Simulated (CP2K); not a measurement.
BN:

```xyz
4
Lattice="2.4982 0.0000 0.0000 -1.2491 2.1635 0.0000 0.0000 0.0000 6.6357" Properties=species:S:1:pos:R:3 pbc="T T T"
N     1.2491    0.7212    1.6589
N     0.0000    1.4424    4.9768
B     1.2491    0.7212    4.9768
B     0.0000    1.4424    1.6589
```

Base run:

| Item | Value |
| --- | --- |
| Program | CP2K 2026.2 |
| Functional | PBE |
| Potentials or basis | POTENTIAL_UZH N GTH-PBE-q5, B GTH-PBE-q3; TZVP-MOLOPT-PBE-GTH basis |
| Density cutoff | 9184 eV |
| k mesh | 12 × 12 × 4 |
| Occupations | fermi-dirac, width 0.05 eV |
| Spin | no spin polarisation |

Its results: band gap on the k mesh 4.30 eV, indirect (least direct gap 4.65 eV); pressure 5.2 GPa.

Problem. The run is repeated on the same cell with these changes: functional from PBE to BEEF-vdW. What comes out?

Solution. Band gap on the k mesh 4.50 eV, indirect (least direct gap 4.81 eV); pressure 1.4 GPa.

Caveats: the basis of atomic orbitals isn't converged, which shifts pressures, moduli and gaps; this functional lacks dispersion, which binds the layers, so the pressure and a relaxed spacing across them are unreliable (some runs); the potentials were made for another functional, which shifts forces and pressure (some runs).

Not every run made on this cell is shown here.
